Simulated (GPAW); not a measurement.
SnO2 (Cassiterite):

```
Sn O
1.0
     4.73800    0.00000    0.00000
     0.00000    4.73800    0.00000
     0.00000    0.00000    3.18650
Sn O
2 4
Direct
  0.50000 0.50000 0.50000
  0.00000 0.00000 0.00000
  0.80710 0.19290 0.50000
  0.19290 0.80710 0.50000
  0.30710 0.30710 0.00000
  0.69290 0.69290 0.00000
```

Base run:

| Item | Value |
| --- | --- |
| Program | GPAW 26.7.0 |
| Functional | PW91 |
| Potentials or basis | PAW data sets generated in the run's folder for this functional |
| Cutoff | 800 eV |
| Basis | pw |
| k mesh | 4 × 4 × 5 |
| Occupations | fermi-dirac, width 0.05 eV |
| Spin | spin-orbit coupling, no magnetisation |

Its results: band gap on the k mesh 1.30 eV, direct; pressure 8.6 GPa; largest force 0.252 eV/Å.

Q: The run is repeated on the same cell with these changes: functional from PW91 to WC. What comes out?

A: Band gap on the k mesh 1.20 eV, direct; pressure 3.1 GPa; largest force 0.193 eV/Å.

WC binds more tightly than PW91, so the same cell stands under less pressure.

Caveats: spin-orbit coupling was added after a scalar SCF, so levels and gaps hold it while energy, forces, pressure and moments don't; this program's spin-orbit splittings come out too wide for heavy elements.
